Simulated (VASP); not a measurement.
# Tm (Im-3m) in VASP: notebook

One crystal, Tm, is run at these levels: PBE; tasks: single point.

Program: VASP 6.6.1. These are calculated values, not measurements. Logs are shortened: lines on timing, memory, paths and dates and some standing lists are left out, and cuts for length are marked.

**1. The structure**

The structure is cubic, space group Im-3m (No. 229). The conventional cell has a = 3.941 Å, b = 3.941 Å, c = 3.941 Å, α = 90.00°, β = 90.00°, γ = 90.00°. Tm (site symmetry m-3m) is surrounded by 8 Tm at 3.41 Å.

This isn't the form of Tm at room conditions, which is hcp.

**2. Single point, PBE, collinear spin, ferromagnetic start**

INCAR reads:

```
SYSTEM = Tm
PREC = Accurate ; ENCUT = 350
EDIFF = 1E-6 ; ISMEAR = -1
SIGMA = 0.1 ; LREAL = .FALSE.
LASPH = .TRUE. ; NELM = 100
ALGO = Normal ; ISIF = 2
LWAVE = .FALSE. ; LCHARG = .FALSE.
ISPIN = 2 ; MAGMOM = 2
LORBIT = 11 ; LMAXMIX = 6
GGA = PE ; NBANDS = 22
ADDGRID = .FALSE.
```

KPOINTS reads:

```
regular mesh
0
G
  4 4 4
  0 0 0
```

POSCAR reads:

```
Tm
1.0
   -1.9705499473      1.9705499473      1.9705499473
    1.9705499473     -1.9705499473      1.9705499473
    1.9705499473      1.9705499473     -1.9705499473
Tm
1
Direct
    0.0000000000      0.0000000000      0.0000000000
```

Potentials or basis: VASP PAW PBE potentials, release 64 (Tm).

Launch:

```console
$ cat potpaw_PBE.64/Tm/POTCAR > POTCAR
$ mpirun -np 1 vasp_std > vasp.out
```

OUTCAR:

```text
SYSTEM = Tm
   PREC = Accurate
   ENCUT = 350
   EDIFF = 1E-6
   ISMEAR = -1
   LREAL = .FALSE.
   LASPH = .TRUE.
   NELM = 100
   ISIF = 2
   ISPIN = 2
   LORBIT = 11
   GGA = PE

 Found      8 irreducible k-points:

 Following reciprocal coordinates:
            Coordinates               Weight
  0.000000  0.000000  0.000000      1.000000
  0.250000  0.000000  0.000000     12.000000
  0.500000  0.000000  0.000000      6.000000
  0.250000  0.250000  0.000000     24.000000
  0.250000  0.250000  0.250000      2.000000
 -0.250000  0.250000  0.250000      6.000000
   k-points           NKPTS =      8   k-points in BZ     NKDIM =      8   number of bands    NBANDS=     22
   number of dos      NEDOS =    301   number of ions     NIONS =      1
   total plane-waves  NPLWV =  13824
   dimension x,y,z NGX =    24 NGY =   24 NGZ =   24
   dimension x,y,z NGXF=    48 NGYF=   48 NGZF=   48
   ions per type =               1
   NGX,Y,Z   is equivalent  to a cutoff of  11.69, 11.69, 11.69 a.u.
   NGXF,Y,Z  is equivalent  to a cutoff of  23.38, 23.38, 23.38 a.u.
 SYSTEM =  Tm
   PREC   = accura    normal or accurate (medium, high low for compatibility)
   ISTART =      0    job   : 0-new  1-cont  2-samecut
   ICHARG =      2    charge: 1-file 2-atom 10-const
   ISPIN  =      2    spin polarized calculation?
   LNONCOLLINEAR =      F non collinear calculations
   LSORBIT =      F    spin-orbit coupling
   LASPH  =      T    aspherical Exc in radial PAW
   ENCUT  =  350.0 eV  25.72 Ry    5.07 a.u.   5.21  5.21  5.21*2*pi/ulx,y,z
   NELM   =    100;   NELMIN=  2; NELMDL= -5     # of ELM steps
   EDIFF  = 0.1E-05   stopping-criterion for ELM
   LREAL  =      F    real-space projection
   EDIFFG = 0.1E-04   stopping-criterion for IOM
   NSW    =      0    number of steps for IOM
   IBRION =     -1    ionic relax: 0-MD 1-quasi-New 2-CG
   NFREE  =      0    steps in history (QN), initial steepest desc. (CG)
   ISIF   =      2    stress and relaxation
   ISYM   =      2    0-nonsym 1-usesym 2-fastsym
   POTIM  = 0.5000    time-step for ionic-motion
   TEBEG  =    0.0;   TEEND  =   0.0 temperature during run
   PSTRESS=    0.0 pullay stress
   NELECT =      23.0000    total number of electrons
   NUPDOWN=      -1.0000    fix difference up-down
   EMIN   =  10.00;   EMAX   =-10.00  energy-range for DOS
   EFERMI =   0.00;   METHOD = LEGACY
   ISMEAR =    -1;   SIGMA  =   0.10  broadening in eV -4-tet -1-fermi 0-gaus
   EFERMI_NEDOS =   21; number of points for ismear=-14 and -15
   IALGO  =     38    algorithm
   IMIX   =      4    mixing-type and parameters
     AMIX     =   0.40;   BMIX     =  1.00
     AMIX_MAG =   1.60;   BMIX_MAG =  1.00
  volume/ion in A,a.u.               =      30.61       206.55
  Fermi-wavevector in a.u.,A,eV,Ry     =   1.488367  2.812606 30.140115  2.215236
  Thomas-Fermi vector in A             =   2.601411
   LORBIT       =     11    0 simple, 1 ext, 2 COOP (PROOUT), +10 PAW based schemes
   GGA     = PE    functional components
   LHFCALC =     F    Hartree Fock is set to
   AEXX    =    0.0000 exact exchange contribution
   IVDW    =     0    specifies the selected vdW correction
   LEPSILON=     F    determine dielectric tensor
   LRPA    =     F    only Hartree local field effects (RPA)
 spin polarized calculation
  energy-cutoff  :      350.00
  volume of cell :       30.61
 maximum number of plane-waves:       466
 NGX is ok and might be reduce to    24

 number of electron      22.9999997 magnetization       1.1796521

 Free energy of the ion-electron system (eV)
  ---------------------------------------------------
  ext. energy  EPLUGINS =         0.00000000
  ---------------------------------------------------
  free energy    TOTEN  =        -4.11934530 eV

  energy without entropy =       -3.89742662  energy(sigma->0) =       -4.00838596

 E-fermi :   2.2614     XC(G=0): -10.2000

 val. band max:        2.2566773405   @ k =   0.2500   0.2500   0.2500
 cond. band min:       2.2650212071   @ k =   0.5000   0.0000   0.0000
 fundamental gap:      0.0083438666
 Fermi energy:         2.2614426587

 spin component 1

 k-point     1 :       0.0000    0.0000    0.0000
  band No.  band energies     occupation
      1     -48.2218      1.00000
      2     -21.1561      1.00000
      3     -21.1561      1.00000
      4     -21.1561      1.00000
      5      -3.0467      1.00000
      6       0.6730      1.00000
[... 14 lines left out ...]
     21      21.5869      0.00000
     22      21.5869      0.00000
[... 102 lines left out ...]
  band No.  band energies     occupation
      1     -48.1805      1.00000
      2     -21.4840      1.00000
      3     -21.3634      1.00000
      4     -21.3634      1.00000
      5      -0.0157      1.00000
      6       0.6723      1.00000
[... 14 lines left out ...]
     21      18.0146      0.00000
     22      20.2962      0.00000

 [... further k-points ...]

 spin component 2

 k-point     1 :       0.0000    0.0000    0.0000
  band No.  band energies     occupation
      1     -47.6807      1.00000
      2     -20.7824      1.00000
      3     -20.7824      1.00000
      4     -20.7824      1.00000
      5      -3.1218      1.00000
      6       1.7941      0.99075
[... 14 lines left out ...]
     21      21.5462      0.00000
     22      21.5462      0.00000
[... 102 lines left out ...]
  band No.  band energies     occupation
      1     -47.6373      1.00000
      2     -21.1274      1.00000
      3     -20.9986      1.00000
      4     -20.9986      1.00000
      5      -0.0700      1.00000
      6       1.6465      0.99787
[... 14 lines left out ...]
     21      18.0785      0.00000
     22      20.2548      0.00000

 [... further k-points ...]

------------------------ aborting loop because EDIFF is reached ----------------------------------------

  FORCE on cell =-STRESS in cart. coord.  units (eV):
  Direction    XX          YY          ZZ          XY          YZ          ZX
  --------------------------------------------------------------------------------------
  -------------------------------------------------------------------------------------
  Total        0.6682011      0.6682011      0.6682011      0.0000000      0.0000000      0.0000000
  in kB       34.9780359     34.9780359     34.9780359      0.0000000      0.0000000      0.0000000
  external PRESSURE =      34.9780359 kB  Pullay stress =       0.0000000 kB

 VOLUME and BASIS-vectors are now :
 -----------------------------------------------------------------------------
  energy-cutoff  :      350.00
  volume of cell :       30.61
      direct lattice vectors                 reciprocal lattice vectors
    -1.970549947  1.970549947  1.970549947     0.000000000  0.253736273  0.253736273
     1.970549947 -1.970549947  1.970549947     0.253736273  0.000000000  0.253736273
     1.970549947  1.970549947 -1.970549947     0.253736273  0.253736273  0.000000000

 POSITION                                       TOTAL-FORCE (eV/Angst)
 -----------------------------------------------------------------------------------
      0.00000      0.00000      0.00000         0.000000      0.000000     -0.000000
 -----------------------------------------------------------------------------------
    total drift:                               -0.000000      0.000000      0.000000

  FREE ENERGIE OF THE ION-ELECTRON SYSTEM (eV)
  ---------------------------------------------------
  free  energy   TOTEN  =        -4.1193452951 eV

  energy  without entropy=       -3.8974266235  energy(sigma->0) =       -4.00838596

 total charge

# of ion       s       p       d       f       tot
--------------------------------------------------
    1        2.217   5.935   0.381  12.514  21.047

 magnetization (x)

# of ion       s       p       d       f       tot
--------------------------------------------------
    1        0.004  -0.027  -0.025   1.287   1.238
```

OSZICAR:

```text
N       E                     dE             d eps       ncg     rms          rms(c)
DAV:   1     0.101497064106E+03    0.10150E+03   -0.64527E+03   970   0.381E+03
DAV:   2     0.895289537182E+01   -0.92544E+02   -0.87353E+02   880   0.431E+02
[... 11 lines left out ...]
DAV:  14    -0.411940605935E+01    0.59860E-04   -0.57535E-04  1120   0.333E-01    0.266E-01
DAV:  15    -0.411934479379E+01    0.61266E-04   -0.16837E-04  1106   0.194E-01    0.953E-02
DAV:  16    -0.411933738731E+01    0.74065E-05   -0.21974E-05  1172   0.833E-02    0.550E-02
DAV:  17    -0.411934757106E+01   -0.10184E-04   -0.22085E-05   964   0.620E-02    0.571E-02
DAV:  18    -0.411934492258E+01    0.26485E-05   -0.13013E-05   860   0.690E-02    0.733E-03
DAV:  19    -0.411934529510E+01   -0.37252E-06   -0.44381E-07   620   0.118E-02
   1 F= -.41193453E+01 E0= -.40083860E+01  d E =-.221919E+00  mag=     1.1795
```

Run time: 13 s. Hardware: 1 thread of AMD EPYC 9R45 (Zen 5), shared host; peak memory 0.12 GiB.

The run converged, but some of its settings lie outside the range that counts as converged, so its numbers aren't taken as properties of the crystal.

What came out:

```yaml
Free_energy: -4.1193 eV
Band_gap_on_the_k_mesh: none (metal or under the smearing width)
Net_moment: 1.18 μB per cell
Site_moments: Tm +1.24 μB
Valence_electrons_inside_the_program's_atomic_spheres: Tm 21.05
```

Caveat: the k mesh is coarse (spacing up to 0.56 Å⁻¹), so the values aren't converged; the cutoff is under 1.25 times the usual one of these potentials, so pressure, stress and relaxed cells hold a basis-set (Pulay) error; the magnetic or orbital state may not be the lowest; spin-orbit coupling is left out, which moves the levels of the heavy elements.

**3. Single point, PBE, collinear spin, ferromagnetic start**

This run uses another cell than the first one, of the same volume but with other edges.

INCAR is that of step 2.

KPOINTS is that of step 2.

POSCAR reads:

```
Tm
1.0
   -1.8621100000      1.9916120000      1.9516370000
    1.9655340000     -2.0016460000      2.0650950000
    1.8577320000      1.9972680000     -1.9616710000
Tm
1
Direct
   -0.0415270000     -0.0161680000     -0.0347540000
```

Potentials or basis: VASP PAW PBE potentials, release 64 (Tm).

Launch:

```console
$ cat potpaw_PBE.64/Tm/POTCAR > POTCAR
$ mpirun -np 1 vasp_std > vasp.out
```

Wall time 48 s (1 thread of AMD EPYC 9R45 (Zen 5), shared host); peak memory 0.13 GiB.

The run converged, but some of its settings lie outside the range that counts as converged, so its numbers aren't taken as properties of the crystal.

Results:

| Property | Result |
| --- | --- |
| Free energy | -4.1087 eV |
| Band gap on the k mesh | none (metal or under the smearing width) |
| Net moment | 1.17 μB per cell |
| Site moments | Tm +1.23 μB |
| Valence electrons inside the program's atomic spheres | Tm 21.05 |

Caveat: the k mesh is coarse (spacing up to 0.57 Å⁻¹), so the values aren't converged; the cutoff is under 1.25 times the usual one of these potentials, so pressure, stress and relaxed cells hold a basis-set (Pulay) error; the magnetic or orbital state may not be the lowest; spin-orbit coupling is left out, which moves the levels of the heavy elements.

**4. Single point, PBE, collinear spin, ferromagnetic start**

INCAR, as its differences from that of step 3:

```diff
@@ -1,3 +1,3 @@
 SYSTEM = Tm
-PREC = Accurate ; ENCUT = 350
+PREC = Accurate ; ENCUT = 400
 EDIFF = 1E-6 ; ISMEAR = -1
```

KPOINTS is that of step 3.

POSCAR reads:

```
Tm
1.0
   -1.9705499473      1.9705499473      1.9705499473
    1.9705499473     -1.9705499473      1.9705499473
    1.9705499473      1.9705499473     -1.9705499473
Tm
1
Direct
    0.0000000000      0.0000000000      0.0000000000
```

Launch:

```console
$ cat potpaw_PBE.64/Tm/POTCAR > POTCAR
$ mpirun -np 1 vasp_std > vasp.out
```

It took 13 s on 1 thread of AMD EPYC 9R45 (Zen 5), shared host; peak memory 0.12 GiB.

These settings aren't checked as converged: the numbers below hold their error.

Results:

| Quantity | Value |
| --- | --- |
| Free energy | -4.1253 eV |
| Pressure | 2.5 GPa |
| Band gap on the k mesh | none (metal or under the smearing width) |
| Net moment | 1.18 μB per cell |
| Site moments | Tm +1.24 μB |
| Valence electrons inside the program's atomic spheres | Tm 21.06 |

Caveat: the k mesh is coarse (spacing up to 0.56 Å⁻¹), so the values aren't converged; the cutoff is under 1.25 times the usual one of these potentials, so pressure, stress and relaxed cells hold a basis-set (Pulay) error; the magnetic or orbital state may not be the lowest; spin-orbit coupling is left out, which moves the levels of the heavy elements.
